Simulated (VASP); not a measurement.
# CsPbCl3 (Pm-3m) in VASP: notebook

One crystal, CsPbCl3, is run at these levels: PBE, LDA; tasks: single point.

All numbers are computed with VASP 6.6.1; they aren't measurements. Logs are shortened: lines on timing, memory, paths and dates and some standing lists are left out, and cuts for length are marked.

**1. The crystal as given**

It takes space group Pm-3m (No. 221, cubic). The conventional cell has a = 5.677 Å, b = 5.677 Å, c = 5.677 Å, α = 90.00°, β = 90.00°, γ = 90.00°. Around Cs (site symmetry m-3m) lie 12 Cl at 4.01 Å. Pb (site symmetry m-3m) has 6 Cl at 2.84 Å as nearest neighbours. Cl (site symmetry 4/mmm) has 2 Pb at 2.84 Å as nearest neighbours.

The cell was built by a generator and needn't be a form met in nature.

**2. Single point, PBE**

The input, INCAR:

```
SYSTEM = CsPbCl3
  ALGO = Normal
  EDIFF = 1E-6
  ENCUT = 520
  GGA = PE
  ISIF = 2
  ISMEAR = 0
  LASPH = .True.
  LCHARG = .False.
  LREAL = .False.
  LWAVE = .False.
  NBANDS = 30
  NELM = 60
  PREC = Accurate
  SIGMA = 0.01
```

The input, KPOINTS:

```
k-points
0
Gamma
  4 4 4
  0 0 0
```

The input, POSCAR:

```
CsPbCl3
1.0
    5.6770717657      0.0000000000      0.0000000000
    0.0000000000      5.6770717657      0.0000000000
    0.0000000000      0.0000000000      5.6770717657
Cs Pb Cl
1 1 3
Direct
    0.0000000000      0.0000000000      0.0000000000
    0.5000000000      0.5000000000      0.5000000000
    0.5000000000      0.5000000000      0.0000000000
    0.5000000000      0.0000000000      0.5000000000
    0.0000000000      0.5000000000      0.5000000000
```

Potentials or basis: VASP PAW PBE potentials, release 64 (Cs_sv, Pb_d, Cl).

On the command line:

```bash
$ cat potpaw_PBE.64/Cs_sv/POTCAR potpaw_PBE.64/Pb_d/POTCAR potpaw_PBE.64/Cl/POTCAR > POTCAR
$ mpirun -np 1 vasp_std > vasp.out
```

OUTCAR:

```text
SYSTEM = CsPbCl3
   EDIFF = 1E-6
   ENCUT = 520
   GGA = PE
   ISIF = 2
   ISMEAR = 0
   LASPH = .True.
   LREAL = .False.
   NELM = 60
   PREC = Accurate

 ion  position               nearest neighbor table
   1  0.000  0.000  0.000-
   2  0.500  0.500  0.500-   3 2.84   4 2.84   5 2.84   3 2.84   4 2.84   5 2.84
   3  0.500  0.500  0.000-   2 2.84   2 2.84
   4  0.500  0.000  0.500-   2 2.84   2 2.84
   5  0.000  0.500  0.500-   2 2.84   2 2.84

  LATTYP: Found a simple cubic cell.
 ALAT       =     5.6770717657

  Lattice vectors:

 A1 = (   5.6770717657,   0.0000000000,   0.0000000000)
 A2 = (   0.0000000000,   5.6770717657,   0.0000000000)
 A3 = (   0.0000000000,   0.0000000000,   5.6770717657)

Analysis of symmetry for initial positions (statically):
=====================================================================
 Subroutine PRICEL returns:
 Original cell was already a primitive cell.

 Routine SETGRP: Setting up the symmetry group for a
 simple cubic supercell.

 Subroutine GETGRP returns: Found 48 space group operations
 (whereof 48 operations were pure point group operations)
 out of a pool of 48 trial point group operations.

The static configuration has the point symmetry O_h .

Analysis of symmetry for dynamics (positions and initial velocities):
=====================================================================
 Subroutine PRICEL returns:
 Original cell was already a primitive cell.

 Routine SETGRP: Setting up the symmetry group for a
 simple cubic supercell.

 Subroutine GETGRP returns: Found 48 space group operations
 (whereof 48 operations were pure point group operations)
 out of a pool of 48 trial point group operations.

The dynamic configuration has the point symmetry O_h .

 Subroutine INISYM returns: Found 48 space group operations
 (whereof 48 operations are pure point group operations),
 and found     1 'primitive' translations

----------------------------------------------------------------------------------------

                                     Primitive cell

  volume of cell :     182.9672

  direct lattice vectors                    reciprocal lattice vectors
     5.677071766  0.000000000  0.000000000     0.176147148  0.000000000  0.000000000
     0.000000000  5.677071766  0.000000000     0.000000000  0.176147148  0.000000000
     0.000000000  0.000000000  5.677071766     0.000000000  0.000000000  0.176147148

  length of vectors
     5.677071766  5.677071766  5.677071766     0.176147148  0.176147148  0.176147148

  position of ions in fractional coordinates (direct lattice)
     0.000000000  0.000000000  0.000000000
     0.500000000  0.500000000  0.500000000
     0.500000000  0.500000000  0.000000000
     0.500000000  0.000000000  0.500000000
     0.000000000  0.500000000  0.500000000

  ion indices of the primitive-cell ions
   primitive index   ion index
                 1           1
                 2           2
                 3           3
                 4           4
                 5           5

----------------------------------------------------------------------------------------

 KPOINTS: k-points

Automatic generation of k-mesh.
 Grid dimensions read from file:
 generate k-points for:    4    4    4

 Generating k-lattice:

  Cartesian coordinates                     Fractional coordinates (reciprocal lattice)
     0.044036787  0.000000000  0.000000000     0.250000000  0.000000000  0.000000000
     0.000000000  0.044036787  0.000000000     0.000000000  0.250000000  0.000000000
     0.000000000  0.000000000  0.044036787     0.000000000  0.000000000  0.250000000

  Length of vectors
     0.044036787  0.044036787  0.044036787

  Shift w.r.t. Gamma in fractional coordinates (k-lattice)
     0.000000000  0.000000000  0.000000000

 Subroutine IBZKPT returns following result:
 ===========================================

 Found     10 irreducible k-points:

 Following reciprocal coordinates:
            Coordinates               Weight
  0.000000  0.000000  0.000000      1.000000
  0.250000  0.000000  0.000000      6.000000
  0.500000  0.000000  0.000000      3.000000
  0.250000  0.250000  0.000000     12.000000
  0.500000  0.250000  0.000000     12.000000
  0.500000  0.500000  0.000000      3.000000
  0.250000  0.250000  0.250000      8.000000
  0.500000  0.250000  0.250000     12.000000
  0.500000  0.500000  0.250000      6.000000
  0.500000  0.500000  0.500000      1.000000
   k-points           NKPTS =     10   k-points in BZ     NKDIM =     10   number of bands    NBANDS=     30
   number of dos      NEDOS =    301   number of ions     NIONS =      5
   total plane-waves  NPLWV =  74088
   dimension x,y,z NGX =    42 NGY =   42 NGZ =   42
   dimension x,y,z NGXF=    84 NGYF=   84 NGZF=   84
   ions per type =               1   1   3
   NGX,Y,Z   is equivalent  to a cutoff of  12.30, 12.30, 12.30 a.u.
   NGXF,Y,Z  is equivalent  to a cutoff of  24.60, 24.60, 24.60 a.u.
 SYSTEM =  CsPbCl3
   PREC   = accura    normal or accurate (medium, high low for compatibility)
   ISTART =      0    job   : 0-new  1-cont  2-samecut
   ICHARG =      2    charge: 1-file 2-atom 10-const
   ISPIN  =      1    spin polarized calculation?
   LNONCOLLINEAR =      F non collinear calculations
   LSORBIT =      F    spin-orbit coupling
   LASPH  =      T    aspherical Exc in radial PAW
   ENCUT  =  520.0 eV  38.22 Ry    6.18 a.u.  10.56 10.56 10.56*2*pi/ulx,y,z
   NELM   =     60;   NELMIN=  2; NELMDL= -5     # of ELM steps
   EDIFF  = 0.1E-05   stopping-criterion for ELM
   LREAL  =      F    real-space projection
   EDIFFG = 0.1E-04   stopping-criterion for IOM
   NSW    =      0    number of steps for IOM
   IBRION =     -1    ionic relax: 0-MD 1-quasi-New 2-CG
   NFREE  =      0    steps in history (QN), initial steepest desc. (CG)
   ISIF   =      2    stress and relaxation
   ISYM   =      2    0-nonsym 1-usesym 2-fastsym
   POTIM  = 0.5000    time-step for ionic-motion
   TEBEG  =    0.0;   TEEND  =   0.0 temperature during run
   PSTRESS=    0.0 pullay stress
   NELECT =      44.0000    total number of electrons
   NUPDOWN=      -1.0000    fix difference up-down
   EMIN   =  10.00;   EMAX   =-10.00  energy-range for DOS
   EFERMI =   0.00;   METHOD = LEGACY
   ISMEAR =     0;   SIGMA  =   0.01  broadening in eV -4-tet -1-fermi 0-gaus
   EFERMI_NEDOS =   21; number of points for ismear=-14 and -15
   IALGO  =     38    algorithm
   IMIX   =      4    mixing-type and parameters
     AMIX     =   0.40;   BMIX     =  1.00
     AMIX_MAG =   1.60;   BMIX_MAG =  1.00
  volume/ion in A,a.u.               =      36.59       246.94
  Fermi-wavevector in a.u.,A,eV,Ry     =   1.018047  1.923831 14.101358  1.036421
  Thomas-Fermi vector in A             =   2.151483
   LORBIT       =      0    0 simple, 1 ext, 2 COOP (PROOUT), +10 PAW based schemes
   GGA     = PE    functional components
   LHFCALC =     F    Hartree Fock is set to
   AEXX    =    0.0000 exact exchange contribution
   IVDW    =     0    specifies the selected vdW correction
   LEPSILON=     F    determine dielectric tensor
   LRPA    =     F    only Hartree local field effects (RPA)
 non-spin polarized calculation
 Gauss-broadening in eV      SIGMA  =   0.01
  energy-cutoff  :      520.00
  volume of cell :      182.97
 maximum number of plane-waves:      4956
   NGX = 21   NGY = 21   NGZ = 21

 number of electron      44.0000021 magnetization

 Free energy of the ion-electron system (eV)
  ---------------------------------------------------
  ext. energy  EPLUGINS =         0.00000000
  ---------------------------------------------------
  free energy    TOTEN  =       -17.53468897 eV

  energy without entropy =      -17.53468897  energy(sigma->0) =      -17.53468897

 E-fermi :   1.4400     XC(G=0):  -7.6570

 val. band max:        1.3245884644   @ k =   0.5000   0.5000   0.5000
 cond. band min:       3.4222084260   @ k =   0.5000   0.5000   0.5000
 fundamental gap:      2.0976199616
 Fermi energy:         1.4399947007

 k-point     1 :       0.0000    0.0000    0.0000
  band No.  band energies     occupation
      1     -19.8508      2.00000
      2     -15.3163      2.00000
      3     -15.3163      2.00000
      4     -15.1240      2.00000
      5     -15.1240      2.00000
      6     -15.1240      2.00000
[... 22 lines left out ...]
     29       7.4384      0.00000
     30       7.4384      0.00000

 k-point     2 :       0.2500    0.0000    0.0000
  band No.  band energies     occupation
      1     -19.8500      2.00000
      2     -15.3162      2.00000
      3     -15.2746      2.00000
      4     -15.1246      2.00000
      5     -15.1246      2.00000
      6     -15.1240      2.00000
[... 22 lines left out ...]
     29       6.9680      0.00000
     30       7.6975      0.00000

 k-point     3 :       0.5000    0.0000    0.0000
  band No.  band energies     occupation
      1     -19.8491      2.00000
      2     -15.3162      2.00000
      3     -15.2314      2.00000
      4     -15.1252      2.00000
      5     -15.1252      2.00000
      6     -15.1239      2.00000
[... 22 lines left out ...]
     29       7.2714      0.00000
     30       8.3895      0.00000

 k-point     4 :       0.2500    0.2500    0.0000
  band No.  band energies     occupation
      1     -19.8492      2.00000
      2     -15.2961      2.00000
      3     -15.2512      2.00000
      4     -15.1252      2.00000
      5     -15.1246      2.00000
      6     -15.1246      2.00000
[... 154 lines left out ...]
     29       7.6255      0.00000
     30       7.6438      0.00000

 k-point     9 :       0.5000    0.5000    0.2500
  band No.  band energies     occupation
      1     -19.8470      2.00000
      2     -15.2284      2.00000
      3     -15.1773      2.00000
      4     -15.1263      2.00000
      5     -15.1257      2.00000
      6     -15.1257      2.00000
[... 22 lines left out ...]
     29       7.3157      0.00000
     30       7.7149      0.00000

 k-point    10 :       0.5000    0.5000    0.5000
  band No.  band energies     occupation
      1     -19.8464      2.00000
      2     -15.1773      2.00000
      3     -15.1773      2.00000
      4     -15.1263      2.00000
      5     -15.1263      2.00000
      6     -15.1263      2.00000
[... 22 lines left out ...]
     29       7.0821      0.00000
     30       8.2477      0.00000

------------------------ aborting loop because EDIFF is reached ----------------------------------------

  FORCE on cell =-STRESS in cart. coord.  units (eV):
  Direction    XX          YY          ZZ          XY          YZ          ZX
  --------------------------------------------------------------------------------------
  -------------------------------------------------------------------------------------
  Total        0.8476229      0.8476229      0.8476229     -0.0000000      0.0000000     -0.0000000
  in kB        7.4223279      7.4223279      7.4223279     -0.0000000      0.0000000     -0.0000000
  external PRESSURE =       7.4223279 kB  Pullay stress =       0.0000000 kB

 VOLUME and BASIS-vectors are now :
 -----------------------------------------------------------------------------
  energy-cutoff  :      520.00
  volume of cell :      182.97
      direct lattice vectors                 reciprocal lattice vectors
     5.677071766  0.000000000  0.000000000     0.176147148  0.000000000  0.000000000
     0.000000000  5.677071766  0.000000000     0.000000000  0.176147148  0.000000000
     0.000000000  0.000000000  5.677071766     0.000000000  0.000000000  0.176147148

 POSITION                                       TOTAL-FORCE (eV/Angst)
 -----------------------------------------------------------------------------------
      0.00000      0.00000      0.00000         0.000000      0.000000      0.000000
      2.83854      2.83854      2.83854         0.000000      0.000000      0.000000
      2.83854      2.83854      0.00000         0.000000      0.000000      0.000000
      2.83854      0.00000      2.83854         0.000000      0.000000      0.000000
      0.00000      2.83854      2.83854         0.000000      0.000000      0.000000
 -----------------------------------------------------------------------------------
    total drift:                                0.000000     -0.000000     -0.000000

  FREE ENERGIE OF THE ION-ELECTRON SYSTEM (eV)
  ---------------------------------------------------
  free  energy   TOTEN  =       -17.5346889718 eV

  energy  without entropy=      -17.5346889718  energy(sigma->0) =      -17.53468897
```

Wall time 30 s (1 thread of Intel Xeon Platinum 8488C (Sapphire Rapids), shared host); peak memory 0.28 GiB.

What came out:

- Free energy: -17.5347 eV
- Pressure: 0.7 GPa
- Band gap on the k mesh: 2.10 eV, direct

Caveat: spin-orbit coupling is left out, which as a rule narrows the gap of such compounds by several tenths of an eV. A k mesh can miss the band edges.

**3. Single point, PBE**

The input, INCAR:

```
ALGO = Normal ; EDIFF = 1E-7
ENCUT = 520 ; GGA = PE
ISIF = 2 ; ISMEAR = 0
LASPH = True ; LCHARG = False
LREAL = False ; LWAVE = False
NBANDS = 30 ; NELM = 80
PREC = Accurate ; SIGMA = 0.01
```

The input, KPOINTS:

```
k-points
0
Gamma
  4 4 4
```

POSCAR is that of step 2.

Potentials or basis: VASP PAW PBE potentials, release 64 (Cs_sv, Pb_d, Cl).

On the command line:

```bash
$ cat potpaw_PBE.64/Cs_sv/POTCAR potpaw_PBE.64/Pb_d/POTCAR potpaw_PBE.64/Cl/POTCAR > POTCAR
$ mpirun -np 1 vasp_std > vasp.out
```

Wall time 33 s (1 thread of Intel Xeon Platinum 8488C (Sapphire Rapids), shared host); peak memory 0.27 GiB.

It converged, with:

| Item | Value |
| --- | --- |
| Free energy | -17.5347 eV |
| Pressure | 0.7 GPa |
| Band gap on the k mesh | 2.10 eV, direct |

Levels at points of the mesh, in eV from the valence-band top:
```tsv
k point	band 18	band 19	band 20	band 21	band 22	band 23	band 24	band 25	band 26	band 27
(0.00, 0.00, 0.00)	-2.34	-2.34	-2.25	-2.25	-2.25	3.53	4.55	4.55	5.45	5.45
(0.50, 0.00, 0.00)	-2.44	-2.44	-2.35	-2.35	-1.55	3.10	4.86	5.38	5.38	5.40
(0.50, 0.50, 0.00)	-2.52	-2.52	-2.50	-1.96	-0.75	2.64	2.64	5.00	5.57	5.87
(0.50, 0.50, 0.50)	-2.50	-1.95	-1.95	-1.95	0.00	2.10	2.10	2.10	5.30	5.76
```

Caveat: spin-orbit coupling is left out, which as a rule narrows the gap of such compounds by several tenths of an eV. A k mesh can miss the band edges.

**4. Single point, LDA**

The input, INCAR:

```
SYSTEM = CsPbCl3
PREC = Accurate
ENCUT = 520
EDIFF = 1E-6
ISMEAR = 0
SIGMA = 0.01
LREAL = .False.
LASPH = .True.
NELM = 80
ALGO = Normal
ISIF = 2
LWAVE = .False.
LCHARG = .False.
GGA = CA
NBANDS = 30
```

The input, KPOINTS:

```
Automatic mesh
0
Gamma
  4 4 4
  0 0 0
```

POSCAR is that of step 3.

Potentials or basis: VASP PAW LDA potentials, release 64 (Cs_sv, Pb_d, Cl).

On the command line:

```bash
$ cat potpaw_LDA.64/Cs_sv/POTCAR potpaw_LDA.64/Pb_d/POTCAR potpaw_LDA.64/Cl/POTCAR > POTCAR
$ mpirun -np 1 vasp_std > vasp.out
```

OUTCAR:

```text
SYSTEM = CsPbCl3
   PREC = Accurate
   ENCUT = 520
   EDIFF = 1E-6
   ISMEAR = 0
   LREAL = .False.
   LASPH = .True.
   NELM = 80
   ISIF = 2
   GGA = CA

 ion  position               nearest neighbor table
   1  0.000  0.000  0.000-
   2  0.500  0.500  0.500-   3 2.84   4 2.84   5 2.84   3 2.84   4 2.84   5 2.84
   3  0.500  0.500  0.000-   2 2.84   2 2.84
   4  0.500  0.000  0.500-   2 2.84   2 2.84
   5  0.000  0.500  0.500-   2 2.84   2 2.84

  LATTYP: Found a simple cubic cell.
[... 515 lines left out ...]
  --------------------------------------------------------------------------------------
  -------------------------------------------------------------------------------------
  Total       -2.2346308     -2.2346308     -2.2346308      0.0000000      0.0000000     -0.0000000
  in kB      -19.5678541    -19.5678541    -19.5678541      0.0000000      0.0000000     -0.0000000
  external PRESSURE =     -19.5678541 kB  Pullay stress =       0.0000000 kB

 VOLUME and BASIS-vectors are now :
 -----------------------------------------------------------------------------
  energy-cutoff  :      520.00
  volume of cell :      182.97
      direct lattice vectors                 reciprocal lattice vectors
     5.677071766  0.000000000  0.000000000     0.176147148  0.000000000  0.000000000
     0.000000000  5.677071766  0.000000000     0.000000000  0.176147148  0.000000000
     0.000000000  0.000000000  5.677071766     0.000000000  0.000000000  0.176147148

 POSITION                                       TOTAL-FORCE (eV/Angst)
 -----------------------------------------------------------------------------------
      0.00000      0.00000      0.00000         0.000000      0.000000      0.000000
      2.83854      2.83854      2.83854         0.000000      0.000000      0.000000
      2.83854      2.83854      0.00000         0.000000      0.000000      0.000000
      2.83854      0.00000      2.83854         0.000000      0.000000      0.000000
      0.00000      2.83854      2.83854         0.000000      0.000000      0.000000
 -----------------------------------------------------------------------------------
    total drift:                                0.000000     -0.000000     -0.000000

  FREE ENERGIE OF THE ION-ELECTRON SYSTEM (eV)
  ---------------------------------------------------
  free  energy   TOTEN  =       -19.3130962511 eV

  energy  without entropy=      -19.3130962511  energy(sigma->0) =      -19.31309625
```

OSZICAR:

```text
N       E                     dE             d eps       ncg     rms          rms(c)
DAV:   1     0.408258007010E+03    0.40826E+03   -0.19071E+04   600   0.134E+03
DAV:   2     0.274871664994E+02   -0.38077E+03   -0.36377E+03   736   0.313E+02
DAV:   3    -0.183614101153E+02   -0.45849E+02   -0.45372E+02   760   0.115E+02
DAV:   4    -0.201497144579E+02   -0.17883E+01   -0.17821E+01   774   0.289E+01
DAV:   5    -0.202027714524E+02   -0.53057E-01   -0.53020E-01   786   0.420E+00    0.494E+00
DAV:   6    -0.193857350228E+02    0.81704E+00   -0.14182E+00   804   0.124E+01    0.322E+00
DAV:   7    -0.193218096730E+02    0.63925E-01   -0.45701E-01   876   0.365E+00    0.167E+00
DAV:   8    -0.193157323371E+02    0.60773E-02   -0.65174E-02   782   0.178E+00    0.235E-01
DAV:   9    -0.193130433540E+02    0.26890E-02   -0.12325E-02   902   0.816E-01    0.114E-01
DAV:  10    -0.193131003343E+02   -0.56980E-04   -0.12381E-03   774   0.226E-01    0.336E-02
DAV:  11    -0.193130980479E+02    0.22864E-05   -0.90346E-05   778   0.621E-02    0.662E-03
DAV:  12    -0.193130970773E+02    0.97062E-06   -0.21088E-05   810   0.363E-02    0.642E-03
DAV:  13    -0.193130962511E+02    0.82615E-06   -0.38929E-06   686   0.109E-02
   1 F= -.19313096E+02 E0= -.19313096E+02  d E =-.179381E-63
```

stdout:

```text
POSCAR found type information on POSCAR CsPbCl
 POSCAR found :  3 types and       5 ions
 scaLAPACK will be used
 LDA part: xc-table for (Slater(with rela. corr.)+CA(PZ))
 , standard interpolation
 POSCAR, INCAR and KPOINTS ok, starting setup
 FFT: planning ... GRIDC
 FFT: planning ... GRID_SOFT
 FFT: planning ... GRID
 WAVECAR not read
 entering main loop
```

Wall time 26 s (1 thread of Intel Xeon Platinum 8488C (Sapphire Rapids), shared host); peak memory 0.23 GiB.

Results:

```yaml
Free_energy: -19.3131 eV
Pressure: -2.0 GPa
Band_gap_on_the_k_mesh: 1.87 eV, direct
```

Levels at points of the mesh, in eV from the valence-band top:
```tsv
k point	band 18	band 19	band 20	band 21	band 22	band 23	band 24	band 25	band 26	band 27
(0.00, 0.00, 0.00)	-2.32	-2.32	-2.23	-2.23	-2.23	3.15	4.28	4.28	5.22	5.22
(0.50, 0.00, 0.00)	-2.43	-2.43	-2.33	-2.33	-1.54	2.91	4.56	5.18	5.20	5.20
(0.50, 0.50, 0.00)	-2.51	-2.51	-2.49	-1.92	-0.75	2.44	2.44	4.82	5.35	5.60
(0.50, 0.50, 0.50)	-2.48	-1.91	-1.91	-1.91	0.00	1.87	1.87	1.87	4.96	5.57
```

Caveat: spin-orbit coupling is left out, which as a rule narrows the gap of such compounds by several tenths of an eV. As with any semilocal functional, this LDA gap is likely too small.
